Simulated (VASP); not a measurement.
# SiC: X-ray absorption with a core hole, part 2 of 5

Wanted: the near-edge structure of SiC. The cell has space group P6_3mc, a computed entry that need not be the common form of this compound. The start is a computed cell from the Materials Project.

VASP 6.6.1, plane waves and PAW; the level of theory is named at each step.

So far. Step 2 (Relaxation): At PBE, with these data sets, the largest force is down to 0.0039 eV/Å.

## (3) Supercell without a hole

This step: r2SCAN; plane waves and PAW (Si, Si, C) (VASP 6.6.1).

System of this step: SiC. The cell holds 72 atoms: 36 Si and 36 C. Cell: a = 9.227 Å, b = 9.227 Å, c = 10.071 Å, α = 90.0°, β = 90.0°, γ = 120.0°. It derives from SiC, repeated 3×3×1. Nearest the centre at fractional (0.000, 0.000, 0.188): Si1 at 0.00 Å, C57 at 1.88 Å, C55 at 1.88 Å, C63 at 1.88 Å, C37 at 1.89 Å, Si2 at 3.08 Å, Si3 at 3.08 Å, Si4 at 3.08 Å.

The cell without a hole gives, with ICORELEVEL = 1, the Kohn-Sham core levels of the initial state. It is a supercell, which puts a hole 9.2 Å from its nearest image.

INCAR reads:

```
SYSTEM = SiC
PREC = Accurate
ENCUT = 400
EDIFF = 1E-05
NELM = 100
ISMEAR = 0
SIGMA = 0.05
LREAL = Auto
ALGO = Normal
METAGGA = R2SCAN
LASPH = .TRUE.
NBANDS = 200
LWAVE = .FALSE.
LCHARG = .FALSE.
NCORE = 8
ICORELEVEL = 1
```

POSCAR reads:

```
SiC
1.0
    9.2270824491      0.0000000000      0.0000000000
   -4.6135412244      7.9908878037      0.0000000000
    0.0000000000      0.0000000000     10.0706464800
Si Si C
1 35 36
Direct
    0.0000000000      0.0000000000      0.1878943800
    0.0000000000      0.3333333333      0.1878943800
    0.0000000000      0.6666666667      0.1878943800
    0.3333333333      0.0000000000      0.1878943800
    0.3333333333      0.3333333333      0.1878943800
    0.3333333333      0.6666666667      0.1878943800
    0.6666666667      0.0000000000      0.1878943800
    0.6666666667      0.3333333333      0.1878943800
    0.6666666667      0.6666666667      0.1878943800
    0.0000000000      0.0000000000      0.6878943800
    0.0000000000      0.3333333333      0.6878943800
    0.0000000000      0.6666666667      0.6878943800
    0.3333333333      0.0000000000      0.6878943800
    0.3333333333      0.3333333333      0.6878943800
    0.3333333333      0.6666666667      0.6878943800
    0.6666666667      0.0000000000      0.6878943800
    0.6666666667      0.3333333333      0.6878943800
    0.6666666667      0.6666666667      0.6878943800
    0.1111111111      0.2222222222      0.4378419800
    0.1111111111      0.5555555556      0.4378419800
    0.1111111111      0.8888888889      0.4378419800
    0.4444444444      0.2222222222      0.4378419800
    0.4444444444      0.5555555556      0.4378419800
    0.4444444444      0.8888888889      0.4378419800
    0.7777777778      0.2222222222      0.4378419800
    0.7777777778      0.5555555556      0.4378419800
    0.7777777778      0.8888888889      0.4378419800
    0.2222222222      0.1111111111      0.9378419800
    0.2222222222      0.4444444444      0.9378419800
    0.2222222222      0.7777777778      0.9378419800
    0.5555555556      0.1111111111      0.9378419800
    0.5555555556      0.4444444444      0.9378419800
    0.5555555556      0.7777777778      0.9378419800
    0.8888888889      0.1111111111      0.9378419800
    0.8888888889      0.4444444444      0.9378419800
    0.8888888889      0.7777777778      0.9378419800
    0.0000000000      0.0000000000      0.0004600500
    0.0000000000      0.3333333333      0.0004600500
    0.0000000000      0.6666666667      0.0004600500
    0.3333333333      0.0000000000      0.0004600500
    0.3333333333      0.3333333333      0.0004600500
    0.3333333333      0.6666666667      0.0004600500
    0.6666666667      0.0000000000      0.0004600500
    0.6666666667      0.3333333333      0.0004600500
    0.6666666667      0.6666666667      0.0004600500
    0.0000000000      0.0000000000      0.5004600500
    0.0000000000      0.3333333333      0.5004600500
    0.0000000000      0.6666666667      0.5004600500
    0.3333333333      0.0000000000      0.5004600500
    0.3333333333      0.3333333333      0.5004600500
    0.3333333333      0.6666666667      0.5004600500
    0.6666666667      0.0000000000      0.5004600500
    0.6666666667      0.3333333333      0.5004600500
    0.6666666667      0.6666666667      0.5004600500
    0.1111111111      0.2222222222      0.2498025900
    0.1111111111      0.5555555556      0.2498025900
    0.1111111111      0.8888888889      0.2498025900
    0.4444444444      0.2222222222      0.2498025900
    0.4444444444      0.5555555556      0.2498025900
    0.4444444444      0.8888888889      0.2498025900
    0.7777777778      0.2222222222      0.2498025900
    0.7777777778      0.5555555556      0.2498025900
    0.7777777778      0.8888888889      0.2498025900
    0.2222222222      0.1111111111      0.7498025900
    0.2222222222      0.4444444444      0.7498025900
    0.2222222222      0.7777777778      0.7498025900
    0.5555555556      0.1111111111      0.7498025900
    0.5555555556      0.4444444444      0.7498025900
    0.5555555556      0.7777777778      0.7498025900
    0.8888888889      0.1111111111      0.7498025900
    0.8888888889      0.4444444444      0.7498025900
    0.8888888889      0.7777777778      0.7498025900
```

KPOINTS reads:

```
Automatic mesh
0
Gamma
2 2 2
0 0 0
```

PAW data sets: Si, Si and C (PBE family, release 64).

Started as:

```console
> mpirun -np 8 vasp_std
```

Output:

```text
[banner, memory and clock lines left out]
running    8 mpi-ranks, on    1 nodes
 distrk:  each k-point on    8 cores,    1 groups
 distr:  one band on    8 cores,    1 groups

 POSCAR found type information on POSCAR SiSiC
 POSCAR found :  3 types and      72 ions
 [... a notice as in an earlier step ...]

|                                                                             |
|               ----> ADVICE to this user running VASP <----                  |
|                                                                             |
|     You enforced a specific xc type in the INCAR file but a different       |
|     [... a line on the potential file left out ...]
|     I HOPE YOU KNOW WHAT YOU ARE DOING!                                     |
|                                                                             |

 LDA part: xc-table for (None), standard interpolation
 POSCAR, INCAR and KPOINTS ok, starting setup
 FFT: planning ... GRIDC
 FFT: planning ... GRID_SOFT
 FFT: planning ... GRID
 WAVECAR not read
 entering main loop
       N       E                     dE             d eps       ncg     rms          rms(c)
DAV:   1     0.554475398858E+03    0.55448E+03   -0.11536E+05  1600   0.109E+03
DAV:   2    -0.718807413898E+03   -0.12733E+04   -0.11986E+04  1968   0.220E+02
DAV:   3    -0.802093591945E+03   -0.83286E+02   -0.82493E+02  1968   0.536E+01
DAV:   4    -0.803719937445E+03   -0.16263E+01   -0.16202E+01  1968   0.816E+00
DAV:   5    -0.803760201686E+03   -0.40264E-01   -0.40210E-01  1920   0.122E+00    0.552E+01
DAV:   6    -0.694471051773E+03    0.10929E+03   -0.16079E+02  1832   0.206E+01    0.310E+01
DAV:   7    -0.695543912352E+03   -0.10729E+01   -0.22972E+01  2008   0.801E+00    0.139E+01
DAV:   8    -0.695893149106E+03   -0.34924E+00   -0.76160E-01  1792   0.188E+00    0.241E+00
DAV:   9    -0.695913747460E+03   -0.20598E-01   -0.83834E-02  1888   0.621E-01    0.680E-01
DAV:  10    -0.695915425811E+03   -0.16784E-02   -0.38649E-03  1920   0.122E-01    0.162E-01
DAV:  11    -0.695915596456E+03   -0.17064E-03   -0.62745E-04  1832   0.575E-02    0.319E-02
DAV:  12    -0.695915603782E+03   -0.73267E-05   -0.41949E-05  1832   0.139E-02
   1 F= -.69591560E+03 E0= -.69591560E+03  d E =-.209816E-13
```

The job ended after 97 s (8 MPI ranks of AMD EPYC 9R45, shared host; peak memory 1.9 GiB; 13 min of CPU time).

From OUTCAR (step 3):

```text
  LATTYP: Found a hexagonal cell.
 ALAT       =     9.2270824491
 C/A-ratio  =     1.0914226177

 Subroutine GETGRP returns: Found  6 space group operations
 (whereof  6 operations were pure point group operations)

The static configuration has the point symmetry C_3v.

 Found      4 irreducible k-points:

   k-points           NKPTS =      4   k-points in BZ     NKDIM =      4   number of bands    NBANDS=    200

   dimension x,y,z NGX =    60 NGY =   60 NGZ =   70
   dimension x,y,z NGXF=   120 NGYF=  120 NGZF=  140

   ENCUT  =  400.0 eV  29.40 Ry    5.42 a.u.  15.05 15.05 16.42*2*pi/ulx,y,z

   NELECT =     288.0000    total number of electrons

 the core state eigenenergies are
   1-  1s  -1798.2145  2s   -133.1506  2p    -88.7785
   2-  1s  -1798.2145  2s   -133.1506  2p    -88.7785
   3-  1s  -1798.2145  2s   -133.1506  2p    -88.7785
   4-  1s  -1798.2145  2s   -133.1506  2p    -88.7785
   5-  1s  -1798.2145  2s   -133.1506  2p    -88.7785
   6-  1s  -1798.2145  2s   -133.1506  2p    -88.7785
   7-  1s  -1798.2145  2s   -133.1506  2p    -88.7785
   8-  1s  -1798.2145  2s   -133.1506  2p    -88.7785
   9-  1s  -1798.2145  2s   -133.1506  2p    -88.7785
  10-  1s  -1798.2145  2s   -133.1506  2p    -88.7785
  11-  1s  -1798.2145  2s   -133.1506  2p    -88.7785
  12-  1s  -1798.2145  2s   -133.1506  2p    -88.7785
  13-  1s  -1798.2145  2s   -133.1506  2p    -88.7785
  14-  1s  -1798.2145  2s   -133.1506  2p    -88.7785
  15-  1s  -1798.2146  2s   -133.1506  2p    -88.7785
  16-  1s  -1798.2145  2s   -133.1506  2p    -88.7785
  17-  1s  -1798.2145  2s   -133.1506  2p    -88.7785
  18-  1s  -1798.2145  2s   -133.1506  2p    -88.7785
  19-  1s  -1798.2465  2s   -133.1880  2p    -88.8156
  20-  1s  -1798.2465  2s   -133.1880  2p    -88.8156
  21-  1s  -1798.2465  2s   -133.1880  2p    -88.8156
  22-  1s  -1798.2465  2s   -133.1880  2p    -88.8156
  23-  1s  -1798.2465  2s   -133.1880  2p    -88.8156
  24-  1s  -1798.2465  2s   -133.1880  2p    -88.8156
  25-  1s  -1798.2465  2s   -133.1880  2p    -88.8156
  26-  1s  -1798.2465  2s   -133.1880  2p    -88.8156
  27-  1s  -1798.2465  2s   -133.1880  2p    -88.8156
  28-  1s  -1798.2465  2s   -133.1880  2p    -88.8156
  29-  1s  -1798.2465  2s   -133.1880  2p    -88.8156
  30-  1s  -1798.2465  2s   -133.1880  2p    -88.8156
  31-  1s  -1798.2465  2s   -133.1880  2p    -88.8156
  32-  1s  -1798.2465  2s   -133.1880  2p    -88.8156
  33-  1s  -1798.2465  2s   -133.1880  2p    -88.8156
  34-  1s  -1798.2465  2s   -133.1880  2p    -88.8156
  35-  1s  -1798.2465  2s   -133.1880  2p    -88.8156
  36-  1s  -1798.2465  2s   -133.1880  2p    -88.8156
  37-  1s   -264.8488
  38-  1s   -264.8486
  39-  1s   -264.8486
[...]
71-  1s   -264.7810
  72-  1s   -264.7809

 E-fermi :   8.3525

 k-point     1 :       0.0000    0.0000    0.0000
  band No.  band energies     occupation
    ...
    140       7.4798      2.00000
    141       7.4798      2.00000
    142       8.0421      2.00000
    143       8.0949      2.00000
    144       8.0949      2.00000
    145      11.5375      0.00000
    146      11.5375      0.00000
    147      11.5375      0.00000
    148      11.5375      0.00000
    149      11.5375      0.00000
    ...

 k-point     2 :       0.5000    0.0000    0.0000
  band No.  band energies     occupation
    ...
    140       7.1243      2.00000
    141       7.6941      2.00000
    142       7.6941      2.00000
    143       7.8329      2.00000
    144       7.8330      2.00000
    145      10.6998      0.00000
    146      10.8629      0.00000
    147      11.8311      0.00000
    148      11.8311      0.00000
    149      11.8311      0.00000
    ...

  Total       -3.1880935     -3.1880935     -3.6412154     -0.0000000      0.0000000      0.0000000
  in kB       -6.8789926     -6.8789926     -7.8567000     -0.0000000      0.0000000      0.0000000
  external PRESSURE =      -7.2048951 kB  Pullay stress =       0.0000000 kB

  energy-cutoff  :      400.00
  volume of cell :      742.53
      direct lattice vectors                 reciprocal lattice vectors
     9.227082449  0.000000000  0.000000000     0.108376619  0.062571270  0.000000000
    -4.613541224  7.990887804  0.000000000     0.000000000  0.125142540  0.000000000
     0.000000000  0.000000000 10.070646480     0.000000000  0.000000000  0.099298491

 POSITION                                       TOTAL-FORCE (eV/Angst)
 -----------------------------------------------------------------------------------
      0.00000      0.00000      1.89222         0.000000      0.000000      0.001501
     -1.53785      2.66363      1.89222        -0.000003      0.000009      0.001524
     -3.07569      5.32726      1.89222         0.000007     -0.000007      0.001524
      3.07569      0.00000      1.89222         0.000009     -0.000002      0.001524
      1.53785      2.66363      1.89222         0.000003      0.000009      0.001524
     -0.00000      5.32726      1.89222         0.000000      0.000000      0.001547
      6.15139      0.00000      1.89222        -0.000009     -0.000002      0.001524
      4.61354      2.66363      1.89222         0.000000      0.000000      0.001510
      3.07569      5.32726      1.89222        -0.000007     -0.000007      0.001524
      0.00000      0.00000      6.92754         0.000000      0.000000      0.001512
     -1.53785      2.66363      6.92754         0.000005      0.000012      0.001524
     -3.07569      5.32726      6.92754         0.000013     -0.000001      0.001524
      3.07569      0.00000      6.92754         0.000008     -0.000011      0.001524
      1.53785      2.66363      6.92754        -0.000005      0.000012      0.001524
     -0.00000      5.32726      6.92754         0.000000      0.000000      0.001553
      6.15139      0.00000      6.92754        -0.000008     -0.000011      0.001524
      4.61354      2.66363      6.92754         0.000000      0.000000      0.001511
      3.07569      5.32726      6.92754        -0.000013     -0.000001      0.001524
      0.00000      1.77575      4.40935         0.000000      0.000003      0.005725
     -1.53785      4.43938      4.40935        -0.000009     -0.000005      0.005712
     -3.07569      7.10301      4.40935         0.000002     -0.000001      0.005725
      3.07569      1.77575      4.40935         0.000018      0.000011      0.005723
      1.53785      4.43938      4.40935         0.000009     -0.000005      0.005712
     -0.00000      7.10301      4.40935         0.000000      0.000010      0.005712
      6.15139      1.77575      4.40935        -0.000018      0.000011      0.005723
      4.61354      4.43938      4.40935        -0.000000     -0.000021      0.005723
      3.07569      7.10301      4.40935        -0.000002     -0.000001      0.005725
      1.53785      0.88788      9.44468        -0.000014     -0.000008      0.005718
      0.00000      3.55151      9.44468        -0.000000     -0.000002      0.005713
     -1.53785      6.21513      9.44468        -0.000002      0.000001      0.005713
      4.61354      0.88788      9.44468         0.000000      0.000011      0.005715
      3.07569      3.55151      9.44468         0.000010     -0.000006      0.005715
      1.53785      6.21513      9.44468         0.000002      0.000001      0.005713
      7.68924      0.88788      9.44468         0.000014     -0.000008      0.005718
      6.15139      3.55151      9.44468        -0.000010     -0.000006      0.005715
      4.61354      6.21513      9.44468         0.000000      0.000016      0.005718
      0.00000      0.00000      0.00463         0.000000      0.000000     -0.002128
     -1.53785      2.66363      0.00463        -0.000003     -0.000003     -0.002088
[...]
-----------------------------------------------------------------------------------
    total drift:                               -0.000003     -0.000005      0.000938

  FREE ENERGIE OF THE ION-ELECTRON SYSTEM (eV)
  ---------------------------------------------------
  free  energy   TOTEN  =      -695.9156037824 eV

  energy  without entropy=     -695.9156037824  energy(sigma->0) =     -695.91560378

[... 4 further parts left out ...]
```

The PAW data sets were made with PBE, which is usual practice but a small mismatch for other functionals.

This step gave:

```yaml
free_energy_toten: -695.9156 eV
fermi_energy: 8.352 eV
pressure: -0.7205 GPa
```

[end of part 2 of 5]

[Lines on the potential files, build, host, timing and source positions are cut from VASP's logs without a mark.]

[Logs are printed without paths, hosts, clocks, repeated set-up lines and the standing remarks that a program may print on its own settings, such as how far it seeks lower states.]

[Hosts, paths, dates, database ids (printed as entryN), source tags and the programs' standing remarks are cut or masked in the printed files.]
